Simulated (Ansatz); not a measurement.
# Ag (P6_3/mmc) in Ansatz: reference runs

How does Ag come out in PBE? The cell is run as given and disturbed.

Program: Ansatz 0.2.0. These are calculated values, not measurements. Logs are shortened: lines on timing, memory, paths and dates and some standing lists are left out, and cuts for length are marked.

## Step 1: Starting point

The structure is hexagonal, space group P6_3/mmc (No. 194). The conventional cell has a = 2.930 Å, b = 2.930 Å, c = 4.790 Å, α = 90.00°, β = 90.00°, γ = 120.00°. Ag (site symmetry -6m2) has 12 Ag at 2.93 Å as nearest neighbours.

This isn't the form of Ag at room conditions, which is fcc.

## Step 2: Single point, PBE

Contents of input.yaml:

```yaml
crystal:
  lattice:
    - [2.93, 0.0, 0.0]
    - [-1.465, 2.5374544331, 0.0]
    - [0.0, 0.0, 4.79]
  atoms:
    - { symbol: Ag, position: [0.6666666667, 0.3333333333, 0.75] }
    - { symbol: Ag, position: [0.3333333333, 0.6666666667, 0.25] }
kpoints:
  mp_grid: { grid: [10, 10, 6] }
scf:
  occupations: { method: fermi_dirac, width: 0.05 }
hamiltonian:
  xc: pbe
  pseudopotentials: { kind: all_electron, lapw: { basis_error: 0.001 } }
output:
  forces: true
  stress: true
  eigenvalues: true
  populations: true
```

Potentials or basis: all-electron LAPW, scalar-relativistic.

The run is started by

```
ansatz run input.yaml --threads 1 --pin off --max-ram 3072MiB --backend cpu --events-out ev --progress --plain --runs-dir out
```

Standard output:

```text
Warning: RAYON_NUM_THREADS=1 ignored (pool sized by the plan → 1); use --threads N
Ag: projections on atomic orbitals take those of the free atom 1s2 2s2 2p6 3s2 3p6 3d10 4s2 4p6 4d10 5s1, of charge +0.00 (hamiltonian.pseudopotentials.projection_atoms)
LAPW: plane waves up to 7.814 Å⁻¹, error target 1.0e-3 eV per atom; small_component_spin mean_spin; Ag in spheres of 1.465 Å, 19 of its electrons in bands, Dirac shells [] (how accurate: hamiltonian.pseudopotentials.lapw.basis_error, Limitations)
Engine: ansatz 0.2.0, x86_64-unknown-linux-gnu
Pseudopotentials: kind: all_electron
Pseudopotential: Ag, LAPW, valence charge 19, lapw/all_electron/scalar/gaussian/Ag, Koelling and Harmon's equation, gaussian nucleus
Functional definition: PBE
  parameter kappa = 0.804
  parameter beta = 0.06672455060314922
  exchange = pbe_x(kappa = kappa, mu = beta*pi^2/3)
  correlation = pbe_c(beta = beta)
Crystal: 2 atoms, lattice volume = 35.612 Å³
Basis set: ecut = 232.63625174994942 eV, 287 PW (Γ), exchange–correlation at level 2
Bands: 23, of which v1, the nominal top of the filled ones, is band 19 counted from 1 (18 counted from 0)
Symmetry: 24 space group operations
Space group: P63/mmc (ITA 194), of the structure as read, at distance tolerance 3.3e-5 Å
k-points: 56 of 600
Non-local potential: Ag, projectors of the file, none
Initial density: superposition of atomic densities (chi_scale 0.1, normalization cell)
Initial wavefunctions: plane waves of lowest kinetic energy (no species holds an atomic orbital)
Functional: x = pbe(κ = 0.804, μ = 0.2195149727645171), c = pbe(β = 0.06672455060314922)
iter 1 solved again at ethr=1.85e-4 eV; its pass at ethr=1.00e-1 eV (dr2=7.01e-2 eV) is discarded
SCF iter   1: F=—  HF=-289313.029507 eV  |F-HF|=—  |Δ(HF+E_count)|=         —  Δρ=1.81e-2  dr2=7.11e-2  ethr=1.85e-4  ⟨swp⟩=3.0  Hψ=8893  notcnv=0
preconditioner: auto → none  [insulator: Δε(μ)=0.181 eV  Ē_g=10.511 eV  σ=0.050 eV  W_gap=0.64  n_scr=10 (ndim 8)  ℏωp=29.2 eV  f_vac=0.000  D(μ)=0.79/eV (n_scr^D=2)  ε∞_Penn≈8.7]
iter 2 solved again at ethr=8.66e-7 eV; its pass at ethr=1.85e-4 eV (dr2=3.29e-4 eV) is discarded
SCF iter   2: F=—  HF=-289312.695906 eV  |F-HF|=—  |Δ(HF+E_count)|=   3.34e-1  Δρ=9.29e-4  dr2=3.30e-4  ethr=8.66e-7  ⟨swp⟩=2.3  Hψ=7224  notcnv=0
SCF iter   3: F=—  HF=-289312.588377 eV  |F-HF|=—  |Δ(HF+E_count)|=   1.08e-1  Δρ=3.08e-3  dr2=1.93e-3  ethr=8.66e-7  ⟨swp⟩=3.2  Hψ=4484  notcnv=0
SCF iter   4: F=—  HF=-289312.586258 eV  |F-HF|=—  |Δ(HF+E_count)|=   2.12e-3  Δρ=5.10e-4  dr2=5.00e-5  ethr=8.66e-7  ⟨swp⟩=3.0  Hψ=4073  notcnv=0
SCF iter   5: F=—  HF=-289312.586294 eV  |F-HF|=—  |Δ(HF+E_count)|=   3.61e-5  Δρ=1.85e-5  dr2=8.51e-8  ethr=1.32e-7  ⟨swp⟩=2.0  Hψ=3752  notcnv=0
SCF iter   6: F=-289312.586295 eV  HF=-289312.586295 eV  |F-HF|=6.46e-9  |Δ(HF+E_count)|=   9.54e-7  Δρ=5.02e-6  dr2=4.20e-9  ethr=2.24e-10  ⟨swp⟩=3.0  Hψ=4378  notcnv=0
SCF 1 converged in 6 iterations: F = -289312.586295 eV  dr2 = 4.20e-9
SCF converged after 6 iterations
Free energy (F): -289312.586295 eV
Harris-Foulkes:  -289312.586295 eV  (|F-HF|=6.46e-9)
Internal energy: -289312.580838 eV  (E = F + TS)
E sigma→0 (E₀):  -289312.583567 eV
Entropy (-TS):   -0.005456 eV (-2.728 meV/atom)
Fermi energy:    17.775542 eV
--- Per-component energies (eV) ---
  E_band       = -447.312662
  E_kinetic    = 302495.552015
  E_xc         = -8133.130758
  E_electrostatic = -583675.002095  (all electrons and nuclei)
  E_smearing   = -0.005456  (= −TS)
  E_closure    = 0.000000  (closes the sum)
  E_atoms      = -289307.169094  (free atoms, spherical and without spin; not in F)
  Σ components = -289312.586295   (vs F -289312.586295, Δ=0.00e0)
  Basis errors (estimates in eV, not in F): energy 1.8e-4 per atom: plane waves 1.8e-4 (1.3e-4 summed), levels above the bands 2.7e-56, relativity 6.0e-8, radial functions 3.8e-6, core shells 3.3e-7; eigenvalues (radial functions only) 2.9e-6; not estimated: angular momenta, meshes, grids; target (lapw.basis_error) 1.0e-3; muffin-tin radii Ag 1.465 Å
--- Forces (eV/Å), atoms counted from 1 ---
  atom   1  Ag    -0.00000000     0.00000000     0.00000000
  atom   2  Ag     0.00000000    -0.00000000    -0.00000000
  max |Σ_I F_I| component: 0.00e0 eV/Å
--- Stress (GPa, compression-positive) ---
        0.800069      -0.000000       0.000000
       -0.000000       0.800069       0.000000
        0.000000       0.000000       0.165699
  P = ⅓ Tr σ = 0.5886 GPa (5.886 kbar)
--- Band table (eV; the first three rows and the last of 56) ---
  k-point 0: bands = ["-74.0652", "-74.0513", "-37.6073", "-37.4871", "-37.4871", "-37.4699", "-37.4662", "-37.4662", "10.3110", "11.6555", "13.1407", "13.2355", "13.2355", "13.4561", "13.4561", "13.7835", "13.7835", "14.7255", "14.7255", "17.4786", "21.1350", "33.2112", "35.0276"]
  k-point 1: bands = ["-74.0642", "-74.0522", "-37.5981", "-37.4857", "-37.4857", "-37.4792", "-37.4676", "-37.4676", "10.5192", "11.6962", "13.1022", "13.1872", "13.1872", "13.4039", "13.4039", "13.9125", "13.9125", "14.7040", "14.7040", "16.3068", "22.6634", "32.9422", "34.5277"]
  k-point 2: bands = ["-74.0617", "-74.0548", "-37.5731", "-37.5045", "-37.4819", "-37.4819", "-37.4714", "-37.4714", "11.0807", "11.7701", "13.0641", "13.1449", "13.1449", "13.2871", "13.2871", "14.1740", "14.1740", "14.5989", "14.6155", "14.6155", "25.4566", "31.5176", "33.5063"]
  k-point 55: bands = ["-74.0479", "-74.0479", "-37.5809", "-37.5809", "-37.5461", "-37.5461", "-37.4974", "-37.4974", "12.3385", "12.3385", "12.8261", "12.8261", "13.3118", "13.3118", "13.8516", "13.8516", "14.7937", "14.7937", "20.8237", "20.8237", "23.7053", "23.7053", "24.0355"]
--- Löwdin populations: 2 sites ---
  site symbol       q [e]
     0     Ag     46.8956
     1     Ag     46.8956
  spilling = 0.002220 (of n_electrons = 94.000000)
```

It took 25 s on 1 thread of Intel Xeon at 2.50GHz (Skylake/Cascade Lake), shared host; peak memory 0.35 GiB.

Results:

```
Free energy            : -289312.5863 eV
Pressure               : 0.6 GPa
Band gap on the k mesh : none (metal or under the smearing width)
```

Stress tensor (GPa, compression positive):
```
0.80 0.00 0.00
0.00 0.80 0.00
0.00 0.00 0.17
```

## Step 3: Single point, PBE (atoms moved at random, drawn with an rms of 0.05 Å)

Changes to input.yaml since step 2:

```diff
@@ -6,4 +6,4 @@
   atoms:
-    - { symbol: Ag, position: [0.6666666667, 0.3333333333, 0.75] }
-    - { symbol: Ag, position: [0.3333333333, 0.6666666667, 0.25] }
+    - { symbol: Ag, position: [0.684827, 0.350078, 0.746889] }
+    - { symbol: Ag, position: [0.337913, 0.672665, 0.250568] }
 kpoints:
```

Potentials or basis: all-electron LAPW, scalar-relativistic.

The run is started by

```
ansatz run input.yaml --threads 1 --pin off --max-ram 3072MiB --backend cpu --events-out ev --progress --plain --runs-dir out
```

Standard output:

```text
Warning: RAYON_NUM_THREADS=1 ignored (pool sized by the plan → 1); use --threads N
Ag: projections on atomic orbitals take those of the free atom 1s2 2s2 2p6 3s2 3p6 3d10 4s2 4p6 4d10 5s1, of charge +0.00 (hamiltonian.pseudopotentials.projection_atoms)
LAPW: plane waves up to 7.914 Å⁻¹, error target 1.0e-3 eV per atom; small_component_spin mean_spin; Ag in spheres of 1.449 Å, 19 of its electrons in bands, Dirac shells [] (how accurate: hamiltonian.pseudopotentials.lapw.basis_error, Limitations)
[... 8 set-up lines as earlier in the session ...]
Crystal: 2 atoms, lattice volume = 35.612 Å³
Basis set: ecut = 238.61849062402842 eV, 313 PW (Γ), exchange–correlation at level 2
Bands: 23, of which v1, the nominal top of the filled ones, is band 19 counted from 1 (18 counted from 0)
Symmetry: 2 space group operations
Space group: P-1 (ITA 2), of the structure as read, at distance tolerance 3.3e-5 Å
k-points: 304 of 600
[... 4 set-up lines as earlier in the session ...]
iter 1 solved again at ethr=2.18e-4 eV; its pass at ethr=1.00e-1 eV (dr2=8.29e-2 eV) is discarded
SCF iter   1: F=—  HF=-289313.028141 eV  |F-HF|=—  |Δ(HF+E_count)|=         —  Δρ=1.94e-2  dr2=8.38e-2  ethr=2.18e-4  ⟨swp⟩=3.2  Hψ=48260  notcnv=0
preconditioner: auto → Kerker (q_TF=auto, 2.758 Å⁻¹)  [metal: Δε(μ)=0.108 eV  Ē_g=10.511 eV  σ=0.050 eV  W_gap=0.40  n_scr=10 (ndim 8)  ℏωp=29.2 eV  f_vac=0.000  D(μ)=0.78/eV (n_scr^D=2)]
iter 2 solved again at ethr=1.08e-5 eV; its pass at ethr=2.18e-4 eV (dr2=4.10e-3 eV) is discarded
SCF iter   2: F=—  HF=-289312.675713 eV  |F-HF|=—  |Δ(HF+E_count)|=   3.52e-1  Δρ=3.36e-3  dr2=4.10e-3  ethr=1.08e-5  ⟨swp⟩=2.0  Hψ=38848  notcnv=0
preconditioner: auto → none  [insulator: Δε(μ)=0.200 eV  Ē_g=11.173 eV  σ=0.050 eV  W_gap=0.57  n_scr=10 (ndim 8)  ℏωp=29.2 eV  f_vac=0.000  D(μ)=0.62/eV (n_scr^D=2)  ε∞_Penn≈7.8]
SCF iter   3: F=—  HF=-289312.587073 eV  |F-HF|=—  |Δ(HF+E_count)|=   8.86e-2  Δρ=4.34e-3  dr2=5.07e-3  ethr=1.08e-5  ⟨swp⟩=3.0  Hψ=24551  notcnv=0
SCF iter   4: F=—  HF=-289312.584883 eV  |F-HF|=—  |Δ(HF+E_count)|=   2.19e-3  Δρ=7.92e-4  dr2=3.54e-4  ethr=1.08e-5  ⟨swp⟩=2.0  Hψ=20247  notcnv=0
SCF iter   5: F=—  HF=-289312.584935 eV  |F-HF|=—  |Δ(HF+E_count)|=   5.18e-5  Δρ=3.75e-4  dr2=2.08e-4  ethr=9.33e-7  ⟨swp⟩=3.0  Hψ=21179  notcnv=0
SCF iter   6: F=—  HF=-289312.584880 eV  |F-HF|=—  |Δ(HF+E_count)|=   5.50e-5  Δρ=2.48e-5  dr2=2.03e-7  ethr=5.48e-7  ⟨swp⟩=2.0  Hψ=20230  notcnv=0
SCF iter   7: F=—  HF=-289312.584882 eV  |F-HF|=—  |Δ(HF+E_count)|=   1.50e-6  Δρ=1.00e-5  dr2=2.28e-8  ethr=5.33e-10  ⟨swp⟩=3.0  Hψ=23616  notcnv=0
SCF iter   8: F=-289312.584882 eV  HF=-289312.584882 eV  |F-HF|=3.90e-9  |Δ(HF+E_count)|=   4.25e-8  Δρ=1.49e-6  dr2=4.64e-10  ethr=6.01e-11  ⟨swp⟩=2.0  Hψ=20230  notcnv=0
SCF 1 converged in 8 iterations: F = -289312.584882 eV  dr2 = 4.64e-10
SCF converged after 8 iterations
Free energy (F): -289312.584882 eV
Harris-Foulkes:  -289312.584882 eV  (|F-HF|=3.90e-9)
Internal energy: -289312.579417 eV  (E = F + TS)
E sigma→0 (E₀):  -289312.582150 eV
Entropy (-TS):   -0.005464 eV (-2.732 meV/atom)
Fermi energy:    17.774775 eV
--- Per-component energies (eV) ---
  E_band       = -447.326177
  E_kinetic    = 302495.588996
  E_xc         = -8133.133625
  E_electrostatic = -583675.034788  (all electrons and nuclei)
  E_smearing   = -0.005464  (= −TS)
  E_closure    = 0.000000  (closes the sum)
  E_atoms      = -289307.169094  (free atoms, spherical and without spin; not in F)
  Σ components = -289312.584882   (vs F -289312.584882, Δ=0.00e0)
  Basis errors (estimates in eV, not in F): energy 2.1e-4 per atom: plane waves 2.1e-4 (1.1e-4 summed), levels above the bands 2.0e-56, relativity 6.6e-8, radial functions 4.2e-6, core shells 4.4e-7; eigenvalues (radial functions only) 2.7e-6; not estimated: angular momenta, meshes, grids; target (lapw.basis_error) 1.0e-3; muffin-tin radii Ag 1.449 Å
--- Forces (eV/Å), atoms counted from 1 ---
  atom   1  Ag    -0.02239077    -0.02317304     0.09097374
  atom   2  Ag     0.02239077     0.02317304    -0.09097374
  max |Σ_I F_I| component: 0.00e0 eV/Å
--- Stress (GPa, compression-positive) ---
        0.973446       0.146519      -0.017233
        0.146519       0.649170      -0.018136
       -0.017233      -0.018136       0.216244
  P = ⅓ Tr σ = 0.6130 GPa (6.130 kbar)
--- Band table (eV; the first three rows and the last of 304) ---
  k-point 0: bands = ["-74.0655", "-74.0516", "-37.6079", "-37.4892", "-37.4857", "-37.4701", "-37.4666", "-37.4663", "10.3107", "11.6549", "13.1364", "13.2274", "13.2431", "13.4449", "13.4673", "13.7443", "13.8252", "14.6866", "14.7632", "17.4793", "21.1344", "33.2072", "35.0295"]
  k-point 1: bands = ["-74.0646", "-74.0525", "-37.5988", "-37.4877", "-37.4845", "-37.4793", "-37.4679", "-37.4678", "10.5189", "11.6956", "13.0983", "13.1806", "13.1935", "13.3923", "13.4162", "13.8765", "13.9496", "14.6737", "14.7332", "16.3074", "22.6628", "32.9430", "34.5237"]
  k-point 2: bands = ["-74.0621", "-74.0551", "-37.5738", "-37.5047", "-37.4834", "-37.4810", "-37.4719", "-37.4713", "11.0803", "11.7694", "13.0610", "13.1442", "13.1456", "13.2764", "13.2993", "14.1455", "14.2005", "14.6003", "14.6052", "14.6253", "25.4552", "31.5204", "33.5069"]
  k-point 303: bands = ["-74.0494", "-74.0491", "-37.6002", "-37.5997", "-37.5102", "-37.5083", "-37.5044", "-37.5022", "11.7747", "11.7815", "12.3596", "12.4089", "13.8915", "13.9531", "14.6762", "14.6820", "14.9275", "14.9351", "18.5837", "18.6085", "22.1043", "22.1400", "30.9907"]
--- Löwdin populations: 2 sites ---
  site symbol       q [e]
     0     Ag     46.8956
     1     Ag     46.8956
  spilling = 0.002222 (of n_electrons = 94.000000)
```

Run time: 2.3 min. Hardware: 1 thread of Intel Xeon at 2.50GHz (Skylake/Cascade Lake), shared host; peak memory 0.78 GiB.

What came out:

```yaml
Free_energy: -289312.5849 eV
Pressure: 0.6 GPa
Largest_force: 0.097 eV/Å
Band_gap_on_the_k_mesh: none (metal or under the smearing width)
```

Forces on the atoms (eV/Å):
```
Ag  -0.022 -0.023  0.091
Ag   0.022  0.023 -0.091
```
